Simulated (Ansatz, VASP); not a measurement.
## Al2O3 in VASP and in Ansatz

The input INCAR:

```
SYSTEM = Al2O3
PREC = Accurate ; ENCUT = 520
EDIFF = 1E-6 ; ISMEAR = 0
SIGMA = 0.01 ; LREAL = .FALSE.
LASPH = .TRUE. ; NELM = 100
ALGO = Normal ; ISIF = 2
LWAVE = .FALSE. ; LCHARG = .FALSE.
GGA = PS ; NBANDS = 20
```

KPOINTS

```
Automatic mesh
0
G
  7 7 3
  0 0 0
```

The input POSCAR:

```
Al2O3
1.0
    3.0174830000      0.0000000000      0.0000000000
   -1.5087410000      2.6132170000      0.0000000000
    0.0000000000      0.0000000000      7.5746360000
Al O
2 3
Direct
    0.0000000000      0.0000000000      0.2779510000
    0.0000000000      0.0000000000      0.7220490000
    0.3333330000      0.6666670000      0.1994540000
    0.6666670000      0.3333330000      0.8005460000
    0.0000000000      0.0000000000      0.5000000000
```

Input for Ansatz:

```yaml
crystal:
  lattice:
    - [3.017483, 0.0, 0.0]
    - [-1.508741, 2.613217, 0.0]
    - [0.0, 0.0, 7.574636]
  atoms:
    - { symbol: Al, position: [0.0, 0.0, 0.277951] }
    - { symbol: Al, position: [0.0, 0.0, 0.722049] }
    - { symbol: O, position: [0.333333, 0.666667, 0.199454] }
    - { symbol: O, position: [0.666667, 0.333333, 0.800546] }
    - { symbol: O, position: [0.0, 0.0, 0.5] }
kpoints:
  mp_grid: { grid: [7, 7, 3] }
hamiltonian:
  xc: pbesol
scf:
  occupations: { method: fixed }
basis:
  ecutwfc: "510 eV"
output:
  forces: true
  stress: true
```

Measurements of this composition are mostly on another form, of space group No. 167.

Alike in both runs: task single point; functional PBEsol; k mesh 7 × 7 × 3; no spin polarisation.

```csv
,VASP,Ansatz
version,VASP 6.6.1,Ansatz 0.2.0
potentials or method,"VASP PAW PBE potentials, release 64 (Al, O)","plane waves, PAW"
plane-wave cutoff (eV),520,510
occupations,"gaussian, width 0.01 eV",fixed
valence electrons in the cell,24,24
```

Ansatz gave:

- pressure (GPa): -3.7
- largest component of the traceless stress (GPa): 0.53
- rms of the force components (eV/Å): 0.093

Problem. What did VASP give for the same quantities?

Solution. Pressure (GPa): -3.5; largest component of the traceless stress (GPa): 0.87; rms of the force components (eV/Å): 0.076.

Atom by atom the forces differ by 0.030 eV/Å (rms over components). Ansatz warned: «structure_snapped_to_symmetry».

Caveats: the PAW data sets were made with another functional, which shifts forces and pressure a little (VASP). Expect the measured gap to be larger: semilocal functionals such as PBEsol lack the derivative discontinuity.
